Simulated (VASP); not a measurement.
# Tb: single point with PBE

Tb:

```
Tb
1.0
     3.60100    0.00000    0.00000
    -1.80050    3.11856    0.00000
     0.00000    0.00000    5.69360
Tb
2
Direct
  0.66667 0.33333 0.75000
  0.33333 0.66667 0.25000
```

| Item | Value |
| --- | --- |
| Program | VASP 6.6.1 |
| Task | single point |
| Functional | PBE |
| Potentials or basis | VASP PAW PBE potentials, release 64 (Tb_3), 4f in core |
| Cutoff | 520 eV |
| k mesh | 9 × 9 × 5 |
| Occupations | gaussian, width 0.05 eV |
| Spin | collinear spin, ferromagnetic start |
| Starting moments | [6.0, 6.0] μB |

```
Pressure                                              : 0.3 GPa
Band gap on the k mesh                                : none (metal or under the smearing width)
Net moment                                            : 0.00 μB per cell
Valence electrons inside the program's atomic spheres : Tb 7.82
```

Stress tensor (GPa, compression positive):
```
0.41 0.00 0.00
0.00 0.41 0.00
0.00 0.00 0.22
```

Levels at points of the mesh, in eV from the Fermi level:
Spin up:
```tsv
k point	band 6	band 7	band 8	band 9	band 10	band 11	band 12	band 13
(0.00, 0.00, 0.00)	-22.17	-4.94	-2.15	1.36	1.77	1.77	2.04	2.45
```
Spin down:
```csv
k point,band 5,band 6,band 7,band 8,band 9,band 10,band 11,band 12,band 13,band 14
"(0.00, 0.00, 0.00)",-22.21,-22.17,-4.94,-2.15,1.36,1.77,1.77,2.04,2.45,2.45
```

It took 58 s on 1 thread of AMD EPYC 9R45 96-Core Processor (Zen 5) (shared host), peak memory 0.21 GiB.

Caveat: ASE's xc='lda' writes no GGA tag, so the PBE potentials set the functional and the run is PBE; the magnetic or orbital state may not be the lowest; spin-orbit coupling is left out, which moves the levels of the heavy elements; the 4f electrons are frozen in the core as for a trivalent ion, so they carry no moment and show no levels. The state reached can hang on the start; a lower one may exist.
